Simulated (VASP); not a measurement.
# H19NO8: single point with PBE

The system is H19NO8.

```
O H N
1.0
     6.53433    0.00000    0.00000
     0.00000    6.53433    0.00000
     0.00000    0.00000    6.53433
O H N
8 19 1
Direct
  0.95805 0.25758 0.20866
  0.66125 0.72653 0.73105
  0.94029 0.46314 0.58196
  0.34235 0.63145 0.42465
  0.79018 0.87299 0.09556
  0.56477 0.42870 0.11914
  0.45155 0.22209 0.71646
  0.15189 0.99906 0.52882
  0.03322 0.38846 0.13018
  0.92625 0.14738 0.10401
  0.69037 0.86246 0.67767
  0.77102 0.62707 0.67203
  0.07214 0.51912 0.54093
  0.91038 0.38419 0.45777
  0.45922 0.64680 0.52094
  0.39898 0.55975 0.29180
  0.73529 0.80607 0.21629
  0.71446 0.81294 0.98011
  0.52112 0.34300 0.00583
  0.68986 0.36496 0.17347
  0.48632 0.32262 0.60009
  0.34023 0.14542 0.66157
  0.10249 0.08943 0.41360
  0.21281 0.87994 0.46046
  0.20308 0.46115 0.87236
  0.02294 0.63185 0.91722
  0.25069 0.67320 0.01470
  0.14239 0.56075 0.98223
```

The cell was built by a generator and needn't be a form met in nature.

| Property | Result |
| --- | --- |
| Program | VASP 6.6.1 |
| Task | single point |
| Functional | PBE |
| Potentials or basis | VASP PAW PBE potentials, release 64 (O, H, N) |
| Cutoff | 520 eV |
| k mesh | 1 × 1 × 1 |
| Occupations | fermi-dirac, width 0.05 eV |
| Spin | no spin polarisation |
| Dipole correction | no |
| Further INCAR settings | LREAL = Auto; ALGO = Normal; EDIFF = 1e-07; NBANDS = 56 |

```json
{
 "Pressure": "-1.6 GPa",
 "Largest force": "3.381 eV/Å",
 "Band gap on the k mesh": "4.56 eV, direct"
}
```

Forces in eV/Å, atoms in the order of the input:
```
O    0.424  0.703 -1.411
O    0.397 -0.904 -0.688
O   -0.278 -0.025 -0.178
O    0.788 -0.881 -1.329
O    0.117  0.308  0.239
O   -0.190  0.385  0.512
O    2.081  2.576 -0.680
O   -0.464  0.834 -0.826
H   -0.423 -1.343  0.478
H    0.162  0.779  1.127
H    0.123  0.085 -0.179
H   -0.594  0.860  0.342
H    0.633  0.515  0.106
H   -0.328 -0.413 -0.083
H   -0.272  0.117 -0.182
H   -0.347  0.664  1.745
H    0.060  0.068 -0.040
H    0.005 -0.221 -0.181
H   -0.129 -0.224 -0.428
H    0.210 -0.133 -0.119
H   -0.559 -1.464  1.725
H   -1.544 -1.201 -0.824
H    0.186 -0.585  0.705
H    0.123 -0.202  0.005
H   -0.129  0.710  0.581
H   -0.560  0.438 -0.225
H   -0.553 -0.743 -0.140
N    1.061 -0.705 -0.051
```

Stress tensor (GPa, compression positive):
```
-0.02  0.19  1.81
 0.19 -2.56  0.14
 1.81  0.14 -2.36
```

Levels at points of the mesh, in eV from the valence-band top:
```tsv
k point	band 34	band 35	band 36	band 37	band 38	band 39
(0.00, 0.00, 0.00)	-0.14	-0.09	0.00	4.56	7.64	7.83
```

Wall time 30 s on 1 thread of Intel(R) Xeon(R) Platinum 8488C (Sapphire Rapids), on a shared host, peak memory 0.32 GiB.

PBE gaps usually lie below the measured ones, often by a third to a half.
